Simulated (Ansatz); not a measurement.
Crystal: Ag.

```
Ag
1.0
    -1.65565    1.65565    1.65565
     1.65565   -1.65565    1.65565
     1.65565    1.65565   -1.65565
Ag
1
Direct
  0.00000 0.00000 0.00000
```

This isn't the form of Ag at room conditions, which is fcc.

- Program: Ansatz 0.2.0
- Task: relaxation of cell and atoms
- Functional: BLYP
- Potentials or basis: Ansatz PAW
- Cutoff: 420 eV (not typed: the program's choice for these potentials)
- k mesh: 11 × 11 × 11
- Occupations: fermi-dirac, width 0.05 eV
- Spin: no spin polarisation

At the start: volume 18.15 Å³/atom.

**Question.** How do energy, volume and symmetry change on relaxing?

**Answer.** It ends after 5 steps and the volume is 19.43 Å³/atom (+7.0 %); space group Im-3m (No. 229, to 0.05 Å).

The path:
| step | energy change (eV) | largest force (eV/Å) | volume (Å³) |
| --- | --- | --- | --- |
| 1 | 0.0000 | 0.0000 | 18.15 |
| 2 | -0.0131 | 0.0000 | 20.24 |
| 3 | -0.0198 | 0.0000 | 19.55 |
| 4 | -0.0200 | 0.0000 | 19.43 |
| 5 | -0.0204 | 0.0000 | 19.43 |

Final structure:
```
CELL_PARAMETERS angstrom
-1.69344 1.69344 1.69344
1.69344 -1.69344 1.69344
1.69344 1.69344 -1.69344
ATOMIC_POSITIONS crystal
Ag 0.00000 0.00000 0.00000
```

Caveat: the plane-wave basis is chosen anew once the cell has moved, so the energies of steps on either side of that aren't comparable; the PAW data sets come from PBE, with cores solved anew for the run's functional, which leaves a small shift of forces and pressure.
